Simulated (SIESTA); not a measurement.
The system is BaTiO3 (Barioperovskite).

```xyz
5
Lattice="3.9855 0.0000 0.0000 0.0000 2.8369 2.8451 0.0000 -2.8369 2.8451" Properties=species:S:1:pos:R:3 pbc="T T T"
Ba    0.0000    0.0000    0.0000
Ti    1.9928    0.0000    2.9157
O     1.9928    1.3804    4.2594
O     1.9928   -1.3804    4.2594
O     0.0000    0.0000    2.7735
```

Base run:

* Program: SIESTA 5.4.2
* Functional: PBEsol
* Potentials or basis: PseudoDojo 0.4 standard (PBEsol files)
* Basis: DZP (energy shift 0.003 Ry; two zetas on semicore shells; d shell added on Ba)
* Grid cutoff: 800 Ry
* Energy shift: 0.003 Ry
* k mesh: 7 × 7 × 7
* Occupations: fermi-dirac, width 0.05 eV
* Spin: no spin polarisation

Its results: band gap on the k mesh 1.83 eV, indirect (least direct gap 1.95 eV); pressure -1.8 GPa; largest force 0.258 eV/Å.

Q: The run is repeated on the same cell with these changes: functional from PBEsol to LDA; potentials or basis from PseudoDojo 0.4 standard (PBEsol files) to PseudoDojo 0.4 standard (LDA files). What comes out?

A: Band gap on the k mesh 1.80 eV, indirect (least direct gap 1.91 eV); pressure -6.4 GPa; largest force 0.278 eV/Å.

Caveats: this set's barium file shifts pressures by up to 1 GPa against other sets; spin-orbit coupling is left out, which moves the levels of the heavy elements; the basis of atomic orbitals isn't converged, which shifts pressures, moduli and gaps.

A k mesh can miss the band edges.

Not every run made on this cell is shown here.
